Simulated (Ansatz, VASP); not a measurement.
**One calculation of Mo, two programs**

```
Mo
1.0
     5.62940    0.00000    0.00000
     0.00000    5.62940    0.00000
     0.00000    0.00000    2.91328
Mo
5
Direct
  0.27457 0.27457 0.50000
  0.27457 0.72543 0.50000
  0.72543 0.27457 0.50000
  0.72543 0.72543 0.50000
  0.00000 0.00000 0.00000
```

Alike in both runs: task relaxation of cell and atoms; functional PBE; k mesh 4 × 4 × 6; occupations gaussian, width 0.1 eV; no spin polarisation.

|  | VASP | Ansatz |
| --- | --- | --- |
| version | VASP 6.6.1 | Ansatz 0.2.0 |
| potentials or method | VASP PAW PBE potentials, release 64 (Mo_sv) | scalar-relativistic, plane waves, PAW |
| plane-wave cutoff (eV) | 600 | 420 |
| valence electrons in the cell | 70 | 70 |

VASP gave:

```
gap on the k mesh at the Fermi level, each at its own relaxed structure (eV) : none
relaxed volume (Å³/atom)                                                     : 18.39
relaxed cell length with the largest relative difference (Å)                 : 5.654
energy change over the relaxation (meV/atom)                                 : -2
```

**Question.** Which values does Ansatz return?

**Answer.** gap on the k mesh at the Fermi level, each at its own relaxed structure (eV): none; relaxed volume (Å³/atom): 18.37; relaxed cell length with the largest relative difference (Å): 5.648; energy change over the relaxation (meV/atom): -2.

A gap of «none» marks a metal or a gap that the smearing closes.
